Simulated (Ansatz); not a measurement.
**Structure types of CoSi compared at -0.00054 GPa**

Structure types of CoSi are relaxed in primitive cells with their symmetry kept at -0.00054 GPa, on PAW files; LAPW relaxes the small cells further and takes the PAW cell for the others (marked *). The enthalpy is E + pV at zero temperature, without zero-point motion. Only the types listed were tried, and differences under about 5 meV/atom are mesh noise. The real phase may be another.

Computed with Ansatz 0.2.0; functional PBE, scalar-relativistic. Settings: Fermi–Dirac smearing of 0.05 eV, no spin polarisation. Methods: LAPW: all electrons, basis error target 0.5 meV/atom; PAW: frozen-core files, cutoff 420 eV.

k meshes: rocksalt 14×14×14, CsCl 14×14×14, WC 15×15×13, NiAs 11×11×6, zincblende 13×13×13.

Spin polarisation is left out, though a magnetic state may lie lower.

**Question.** Which type is lowest in enthalpy, and by how much?

**Answer.** CsCl, 17 meV/atom below distorted WC. The whole table:

```tsv
start type	ends as	a, b, c (Å)	V (Å³/atom)	H − H(lowest), LAPW (meV/atom)	same, PAW
rocksalt	rocksalt, Fm-3m	4.663, 4.663, 4.663	12.67	491.3	490.8
CsCl	CsCl, Pm-3m	2.780, 2.780, 2.780	10.74	0.0	0.0
WC	distorted WC, P-6m2	2.736, 2.736, 3.489	11.31	16.9	17.3
NiAs*	NiAs, P6_3/mmc	3.380, 3.380, 5.024	12.42	26.2	25.2
zincblende	zincblende, F-43m	5.087, 5.087, 5.087	16.46	763.9	761.6
```
